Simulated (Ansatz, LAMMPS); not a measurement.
## Structural relaxation of amorphous SiO2 (96 atoms)

How does amorphous SiO2 (96 atoms) relax, and what do bonds, charges and levels look like afterwards?

Method: Kohn-Sham DFT, PBE, PAW (set soft_2), plane waves, in Ansatz 0.2.0.

**Experiments to compare with.** The density of pristine, uncompressed silica glass was measured at room temperature as a reference for densified samples (“Siliceous zeolite-derived topology of amorphous silica”, 2023, PMC10710485): density 2.2 g/cm³. A silica glass plate was measured by high-energy x-ray diffraction at 20 K and the Si-O distance was taken from the first PDF peak (“Polyhedral units and network connectivity in calcium aluminosilicate glasses from high-energy x-ray diffraction”, 2000, arxiv:cond-mat/0007490): nearest Si–O distance 1.61 Å; number of O about Si 4. The nearest silicon-silicon distance in amorphous silica was obtained by fitting a symmetric peak to the measured radial distribution (as quoted in “New insights into the origin of the first sharp diffraction peak in amorphous silica from an analysis of chemical and radial ordering”, 2024, arxiv:2403.10632): nearest Si–Si distance 3.08 Å; nearest O–O distance 2.63 Å. The mean Si-O-Si angle was obtained by reanalysing earlier high-energy photon diffraction data in combination with published neutron diffraction data on silica glass (“Bond angle distribution in amorphous germania and silica”, 1996, arxiv:chem-ph/9603004): Si–O–Si angle 148.3 °.

## 1. Set-up

The cell holds 96 atoms: 32 Si and 64 O. Its edges and angles: a = 11.322 Å, b = 11.322 Å, c = 11.322 Å, α = 90.0°, β = 90.0°, γ = 90.0°. 96 atoms (32 Si, 64 O) placed at random at 2.2 g/cm³, melted at 5000 K for 10 ps at fixed volume with the Morse and Coulomb pair potential with partial charges (Pedone, Malavasi, Menziani, Cormack and Segre, J. Phys. Chem. B 110, 11780 (2006)). Quenched from 5000 K to 300 K at 50 K/ps and fixed volume, held 5 ps, then minimised at fixed cell.

Limits known from the start: The quench rate of 50 K/ps is orders of magnitude faster than experiment, which tends to freeze in extra defects. The starting topology of bonds comes from the classical model. Only the Γ point is sampled in the main run, in a cell whose shortest periodic width is 11 Å.

## 2. How the cell was made

A classical potential makes the cell, at a small fraction of what the same run would cost in DFT.

This step: classical MD, Morse and Coulomb pair potential with partial charges (Pedone, Malavasi, Menziani, Cormack and Segre, J. Phys. Chem. B 110, 11780 (2006)) (LAMMPS 22 Jul 2025 - Update 4).

in.lmp

```
# melt-quench of Si32O64
units metal
atom_style charge
boundary p p p
region box block 0 11.3216 0 11.3216 0 11.3216
create_box 2 box
mass 1 28.0850   # Si
mass 2 15.9990   # O
create_atoms 1 random 32 40194 NULL overlap 1.5 maxtry 2000
create_atoms 2 random 64 40201 NULL overlap 1.5 maxtry 2000
pair_style hybrid/overlay pedone 5.5 coul/long 8.0
pair_coeff * * coul/long
pair_coeff 1 2 pedone 0.340554 2.006700 2.100000 1   # Si-O
pair_coeff 2 2 pedone 0.042395 1.379316 3.618701 22   # O-O
set type 1 charge 2.4
set type 2 charge -1.2
kspace_style pppm 1.0e-4
neigh_modify delay 0 every 1 check yes
thermo_style custom step time temp pe press density
thermo_modify norm yes
timestep 0.002
thermo 100
min_style cg
minimize 1e-4 1e-4 200 2000
reset_timestep 0
velocity all create 5000 40195 mom yes dist gaussian
fix lim all nve/limit 0.05
fix lan all langevin 5000 5000 0.2 40196 zero yes
thermo 500
run 1000 post no
unfix lim
unfix lan
thermo 833
fix md all nvt temp 5000 5000 0.2
run 5000 post no
unfix md
thermo 4700
fix md all nvt temp 5000 300 0.2
run 47000 post no
unfix md
thermo 1250
fix md all nvt temp 300 300 0.2
run 2500 post no
unfix md
thermo 100
min_style cg
minimize 0 1e-3 2000 20000
write_dump all custom glass.dump id type xs ys zs modify sort id
```

Run with:

```sh
> lmp -in in.lmp -log none -nocite
```

Numbers of over 12 decimals in the logs are rounded to 6 here.

Output:

```text
LAMMPS (22 Jul 2025 - Update 4)
Created orthogonal box = (0 0 0) to (11.3216 11.3216 11.3216)
Created 32 atoms
Created 64 atoms
PPPM initialization ...
  G vector (1/distance) = 0.37884114
  grid = 12 12 12
  estimated relative force accuracy = 7.5710291e-05
   Step          Time           Temp          PotEng         Press         Density
         0   0              0             -1.74478        467702.89      2.200023
        92   0.184          0             -17.509726     -21652.418      2.200023
Loop time of 0.0498215 s on 1 MPI rank(s) for 92 steps with 96 atoms
Minimization stats:
  Stopping criterion = energy tolerance
  Energy initial, next-to-last, final =
     -1.74478004735323  -17.5080010584051  -17.5097256244584
  Force two-norm initial, final = 318.36362 2.6111734
  Iterations, force evaluations = 92 110
   Step          Time           Temp          PotEng         Press         Density
         0   0              5000          -17.509726      23538.787      2.200023
       500   1              2074.4201     -17.378723      40405.33       2.200023
      1000   2              2228.2871     -17.348618      11747.088      2.200023
Loop time of 0.366331 s on 1 MPI rank(s) for 1000 steps with 96 atoms
   Step          Time           Temp          PotEng         Press         Density
[... 2 lines left out ...]
      2499   4.998          5080.9871     -16.762722      21283.014      2.200023
      3332   6.664          4474.4716     -16.816102     -11664.449      2.200023
      4165   8.33           4969.7445     -16.869045      18163.281      2.200023
      4998   9.996          4935.1759     -16.753151     -5925.3998      2.200023
      5831   11.662         5379.8367     -16.733986      8610.5985      2.200023
[... 1 line left out ...]
Loop time of 1.94372 s on 1 MPI rank(s) for 5000 steps with 96 atoms
   Step          Time           Temp          PotEng         Press         Density
[... 12 lines left out ...]
Loop time of 17.2261 s on 1 MPI rank(s) for 47000 steps with 96 atoms
   Step          Time           Temp          PotEng         Press         Density
[... 2 lines left out ...]
     55000   110            273.16289     -17.745542     -18252.243      2.200023
     55500   111            301.71627     -17.7461       -18191.103      2.200023
Loop time of 0.842308 s on 1 MPI rank(s) for 2500 steps with 96 atoms
   Step          Time           Temp          PotEng         Press         Density
     55500   111            301.71627     -17.7461       -18191.103      2.200023
     55510   111.02         301.71627     -17.78339      -15212.29       2.200023
Loop time of 0.0234998 s on 1 MPI rank(s) for 10 steps with 96 atoms
Minimization stats:
  Stopping criterion = linesearch alpha is zero
  Energy initial, next-to-last, final =
      -17.746100383583  -17.7833901308003  -17.7833901308003
  Force two-norm initial, final = 13.247101 0.93428239
  Iterations, force evaluations = 10 57
```

The job ended after 21 s (1 thread of Arm Neoverse V2, shared host; peak memory 0.07 GiB).

## 3. Single point at the start

The forces at the start show how far the geometry lies from a minimum of this functional.

input.yaml

```yaml
crystal:
  lattice:
    - [11.3216, 0.0, 0.0]
    - [0.0, 11.3216, 0.0]
    - [0.0, 0.0, 11.3216]
  atoms:
    - { symbol: Si, position: [0.3215, 0.24814, 0.61279] }
    - { symbol: Si, position: [0.0076, 0.14403, 0.04753] }
    - { symbol: Si, position: [0.37355, 0.06593, 0.81467] }
    - { symbol: Si, position: [0.93134, 0.01389, 0.45904] }
    - { symbol: Si, position: [0.77166, 0.24127, 0.48239] }
    - { symbol: Si, position: [0.63026, 0.55535, 0.31505] }
    - { symbol: Si, position: [0.07687, 0.77598, 0.04047] }
    - { symbol: Si, position: [0.37576, 0.84041, 0.45164] }
    - { symbol: Si, position: [0.63237, 0.39382, 0.08694] }
    - { symbol: Si, position: [0.91012, 0.93857, 0.19848] }
    - { symbol: Si, position: [0.42986, 0.21736, 0.02771] }
    - { symbol: Si, position: [0.95193, 0.84913, 0.6818] }
    - { symbol: Si, position: [0.47555, 0.56636, 0.71904] }
    - { symbol: Si, position: [0.23344, 0.16303, 0.2055] }
    - { symbol: Si, position: [0.69835, 0.83868, 0.06261] }
    - { symbol: Si, position: [0.88972, 0.47482, 0.36987] }
    - { symbol: Si, position: [0.70252, 0.4683, 0.83092] }
    - { symbol: Si, position: [0.08756, 0.36102, 0.74202] }
    - { symbol: Si, position: [0.20451, 0.05344, 0.44857] }
    - { symbol: Si, position: [0.29093, 0.40126, 0.31036] }
    - { symbol: Si, position: [0.90362, 0.39199, 0.11132] }
    - { symbol: Si, position: [0.29774, 0.43979, 0.90348] }
    - { symbol: Si, position: [0.51636, 0.34816, 0.44449] }
    - { symbol: Si, position: [0.11596, 0.97644, 0.86101] }
    - { symbol: Si, position: [0.48955, 0.77448, 0.22301] }
    - { symbol: Si, position: [0.02518, 0.58869, 0.59458] }
    - { symbol: Si, position: [0.86144, 0.62946, 0.96019] }
    - { symbol: Si, position: [0.50992, 0.84983, 0.70103] }
    - { symbol: Si, position: [0.28871, 0.58889, 0.5127] }
    - { symbol: Si, position: [0.74446, 0.95814, 0.81531] }
    - { symbol: Si, position: [0.28318, 0.61081, 0.12139] }
    - { symbol: Si, position: [0.8354, 0.23053, 0.75746] }
    - { symbol: O, position: [0.26912, 0.93079, 0.47875] }
    - { symbol: O, position: [0.57193, 0.47883, 0.42179] }
    - { symbol: O, position: [0.32243, 0.70753, 0.44253] }
    - { symbol: O, position: [0.1663, 0.61124, 0.57854] }
    - { symbol: O, position: [0.5459, 0.28473, 0.06824] }
    - { symbol: O, position: [0.00427, 0.85221, 0.13543] }
    - { symbol: O, position: [0.78982, 0.09685, 0.79823] }
    - { symbol: O, position: [0.43694, 0.86081, 0.32388] }
    - { symbol: O, position: [0.94627, 0.43088, 0.24401] }
    - { symbol: O, position: [0.02305, 0.47333, 0.67987] }
    - { symbol: O, position: [0.39903, 0.57041, 0.5997] }
    - { symbol: O, position: [0.76536, 0.35429, 0.11989] }
    - { symbol: O, position: [0.065, 0.9177, 0.74174] }
    - { symbol: O, position: [0.84007, 0.35446, 0.4292] }
    - { symbol: O, position: [0.79387, 0.24154, 0.62244] }
    - { symbol: O, position: [0.70786, 0.92429, 0.94858] }
    - { symbol: O, position: [0.75956, 0.71168, 0.02239] }
    - { symbol: O, position: [0.96656, 0.5465, 0.46752] }
    - { symbol: O, position: [0.42195, 0.34309, 0.33548] }
    - { symbol: O, position: [0.9259, 0.06713, 0.13584] }
    - { symbol: O, position: [0.63177, 0.26238, 0.45021] }
    - { symbol: O, position: [0.97381, 0.71318, 0.64443] }
    - { symbol: O, position: [0.85245, 0.87125, 0.78054] }
    - { symbol: O, position: [0.42243, 0.94162, 0.7675] }
    - { symbol: O, position: [0.89816, 0.51232, 0.03647] }
    - { symbol: O, position: [0.1392, 0.86902, 0.95307] }
    - { symbol: O, position: [0.46704, 0.84743, 0.56291] }
    - { symbol: O, position: [0.57066, 0.82618, 0.11948] }
    - { symbol: O, position: [0.63687, 0.91206, 0.72967] }
    - { symbol: O, position: [0.2979, 0.54439, 0.99724] }
    - { symbol: O, position: [0.93247, 0.94654, 0.33546] }
    - { symbol: O, position: [0.28447, 0.50227, 0.21304] }
    - { symbol: O, position: [0.50025, 0.71058, 0.74531] }
    - { symbol: O, position: [0.02279, 0.06518, 0.92834] }
    - { symbol: O, position: [0.57278, 0.68133, 0.29751] }
    - { symbol: O, position: [0.21923, 0.0698, 0.30809] }
    - { symbol: O, position: [0.06605, 0.06182, 0.47846] }
    - { symbol: O, position: [0.9667, 0.28038, 0.04872] }
    - { symbol: O, position: [0.78392, 0.88856, 0.16388] }
    - { symbol: O, position: [0.98016, 0.26455, 0.76199] }
    - { symbol: O, position: [0.21347, 0.29178, 0.26977] }
    - { symbol: O, position: [0.43055, 0.32116, 0.55568] }
    - { symbol: O, position: [0.34925, 0.32127, 0.9641] }
    - { symbol: O, position: [0.44159, 0.11572, 0.92925] }
    - { symbol: O, position: [0.23463, 0.04746, 0.84102] }
    - { symbol: O, position: [0.16539, 0.40835, 0.85417] }
    [... 12 atom lines left out ...]
    - { symbol: O, position: [0.35608, 0.16865, 0.13767] }
    - { symbol: O, position: [0.77172, 0.55061, 0.33344] }
    - { symbol: O, position: [0.91028, 0.92649, 0.56852] }
    - { symbol: O, position: [0.20058, 0.31358, 0.65989] }
    - { symbol: O, position: [0.60011, 0.48284, 0.19294] }
    - { symbol: O, position: [0.13552, 0.14342, 0.10738] }
kpoints:
  mp_grid: { grid: [1, 1, 1] }
hamiltonian:
  xc: pbe
scf:
  occupations: { method: fermi_dirac, width: 0.025 }
output:
  forces: true
```

Run with:

```sh
> ansatz run input.yaml --threads 4 --pin off --max-ram 8192MiB --backend cpu --events-out ev --progress --plain --runs-dir out
```

Output:

```text
Engine: ansatz 0.2.0, aarch64-unknown-linux-gnu
Pseudopotentials: kind: paw
Pseudopotential: Si, paw, valence charge 4, recommended cutoff 420 eV (normal), Si.paw.azcp
Pseudopotential: O, paw, valence charge 6, recommended cutoff 420 eV (normal), O.paw.azcp
[... 5 lines on functional and potentials left out ...]
Crystal: 96 atoms, lattice volume = 1451.187 Å³
Basis set: ecut = 420 eV, 28353 PW (Γ), exchange–correlation on 160×160×160 points (8 copies of the dense FFT grid, shifted against one another)
Bands: 352, of which v1, the nominal top of the filled ones, is band 256 counted from 1 (255 counted from 0)
Symmetry: 1 space group operations
Space group: P1 (ITA 1), of the structure as read, at distance tolerance 1.1e-4 Å
k-points: 1
[... 5 lines on functional and potentials left out ...]
Initial density: superposition of atomic densities (neutral atoms: chi_scale 0, normalization atom), corrected by the library's trained network
Initial wavefunctions: pseudopotential atomic-orbital guess
Functional: x = pbe(κ = 0.804, μ = 0.219515), c = pbe(β = 0.066725)
SCF iter   1: F=—  HF=-56762.388338 eV  |F-HF|=—  |Δ(HF+E_count)|=         —  Δρ=1.90e-3  dr2=4.47e-2  ethr=1.77e-3  ⟨swp⟩=6.0  Hψ=1681  notcnv=0  defer=56
preconditioner: auto → Resta (q_TF=auto, 2.293 Å⁻¹)  ε∞=2.8  [insulator: Δε(μ)=4.909 eV  Ē_g=16.352 eV  σ=0.025 eV  W_gap=1.00  n_scr=304 (ndim 8)  ℏωp=22.1 eV  f_vac=0.249  D(μ)=0.00/eV (n_scr^D=0)  ε∞_Penn≈2.8]
SCF iter   2: F=—  HF=-56762.395945 eV  |F-HF|=—  |Δ(HF+E_count)|=   7.61e-3  Δρ=8.82e-4  dr2=8.20e-3  ethr=8.73e-6  ⟨swp⟩=2.0  Hψ=604  notcnv=0  defer=89
SCF iter   3: F=—  HF=-56762.399241 eV  |F-HF|=—  |Δ(HF+E_count)|=   3.30e-3  Δρ=3.46e-4  dr2=2.11e-3  ethr=1.60e-6  ⟨swp⟩=3.0  Hψ=457  notcnv=0  defer=34
automatic band count: iteration 3 solves 297 bands in place of 352: the levels show a gap, and the empty bands left out lie too high to hold charge; the band table lists the bands solved (type scf.n_extra_bands for more)
SCF iter   4: F=—  HF=-56762.399722 eV  |F-HF|=—  |Δ(HF+E_count)|=   4.81e-4  Δρ=9.09e-5  dr2=1.61e-4  ethr=4.12e-7  ⟨swp⟩=2.0  Hψ=460  notcnv=0  defer=34
SCF iter   5: F=—  HF=-56762.399709 eV  |F-HF|=—  |Δ(HF+E_count)|=   1.34e-5  Δρ=5.89e-5  dr2=4.22e-5  ethr=3.15e-8  ⟨swp⟩=2.0  Hψ=492  notcnv=0  defer=34
SCF iter   6: F=—  HF=-56762.397562 eV  |F-HF|=—  |Δ(HF+E_count)|=   2.15e-3  Δρ=1.52e-5  dr2=3.54e-6  ethr=8.25e-9  ⟨swp⟩=3.0  Hψ=515  notcnv=0  defer=34
SCF iter   7: F=—  HF=-56762.397562 eV  |F-HF|=—  |Δ(HF+E_count)|=   6.64e-7  Δρ=4.80e-6  dr2=4.32e-7  ethr=6.92e-10  ⟨swp⟩=2.0  Hψ=484  notcnv=0  defer=34
SCF iter   8: F=—  HF=-56762.397562 eV  |F-HF|=—  |Δ(HF+E_count)|=   1.74e-7  Δρ=3.99e-6  dr2=1.81e-7  ethr=1.95e-11  ⟨swp⟩=4.0  Hψ=1037  notcnv=0
SCF iter   9: F=-56762.397562 eV  HF=-56762.397562 eV  |F-HF|=7.95e-9  |Δ(HF+E_count)|=   7.18e-8  Δρ=7.04e-7  dr2=8.43e-9  ethr=1.95e-11  ⟨swp⟩=4.0  Hψ=1001  notcnv=0
SCF 1 converged in 9 iterations: F = -56762.397562 eV  dr2 = 8.43e-9
  greatest PAW one-centre occupation: 0.864 electrons in one spin orbital (limit 2), on the O atom at site 67 (counted from 0), in its partial waves of l = 0
SCF converged after 9 iterations
Free energy (F): -56762.397562 eV
Harris-Foulkes:  -56762.397562 eV  (|F-HF|=7.95e-9)
Internal energy: -56762.397562 eV  (E = F + TS)
E sigma→0 (E₀):  -56762.397562 eV
Fermi energy:    3.727905 eV
--- Per-component energies (eV) ---
  E_band       = -3000.119812
  E_kinetic    = 12874.462720
  E_local      = -40830.282649  (includes V_loc(G=0)·N_el)
  E_nonlocal   = 3840.442044
  E_hartree    = 15572.754890
  E_xc         = -6527.109504
  E_vxc        = -7575.339370  (∫ρ·V_xc dr)
  E_paw        = -26603.396066  (= ΣΔE_a)
  E_vpaw       = -2455.081998  (= ΣTr[D̂ρ^β])
  E_aug_tail   = 0.165912  (compensation charges beyond the density's cutoff)
  E_ewald      = -15089.434909
  E_smearing   = -0.000000  (= −TS)
  E_closure    = -0.000000  (closes the sum)
  Σ components = -56762.397562   (vs F -56762.397562, Δ=0.00e0)
--- Forces (eV/Å), atoms counted from 1 ---
  atom   1  Si    -1.06587931    -0.55546464     0.10634105
  atom   2  Si     0.46582124    -1.24454875     0.90141810
  atom   3  Si    -0.66205161     0.18840217    -0.50437767
  atom   4  Si     0.92027316     0.60729449     0.18587112
  atom   5  Si     0.20093812     1.01201846     0.34623796
  atom   6  Si     0.22900996    -2.09037684    -0.82002606
  atom   7  Si    -1.26258257     0.66849848    -0.53509879
  atom   8  Si    -0.06871898    -0.75302897     0.78789531
  atom   9  Si     1.48273047     1.25814596    -0.24201491
  atom  10  Si     0.80173208     0.43573905    -2.13702050
  atom  11  Si    -1.77253028     1.65905858    -1.05452720
  atom  12  Si     0.40981578     1.26673163     0.29432552
  atom  13  Si    -0.74706465     0.99880443     0.98262357
  atom  14  Si    -0.64726833     1.62570366     0.17411114
[...]
atom  95  O     -0.85457950     0.18259310    -0.12304785
  atom  96  O      0.54274174    -0.04433431    -0.30583753
  max |Σ_I F_I| component: 1.07e-5 eV/Å
```

Run time: 13 s. Hardware: 4 threads of Arm Neoverse V2, shared host; peak memory 1.6 GiB.

Read from the output:

```
free energy            : -56762.3976 eV
free energy per atom   : -591.2750 eV/atom
SCF cycles             : 9
r.m.s. force component : 0.6935 eV/Å
longest force          : 2.79 eV/Å
Fermi energy           : 3.728 eV
```

The r.m.s. force component of 0.69 eV/Å sets the starting point.

Length of the force by element:

| element | coordination | atoms | mean length of the force (eV/Å) | spread | least | most |
| --- | --- | --- | --- | --- | --- | --- |
| O | all | 64 | 0.897 | 0.324 | 0.328 | 1.66 |
| Si | all | 32 | 1.46 | 0.622 | 0.274 | 2.79 |

(Part 1 of 4 ends here.)

[Logs are printed without paths, hosts, clocks, repeated set-up lines and the standing remarks that a program may print on its own settings, such as how far it seeks lower states.]

[Hosts, paths, dates, database ids (printed as entryN), source tags and the programs' standing remarks are cut or masked in the printed files.]
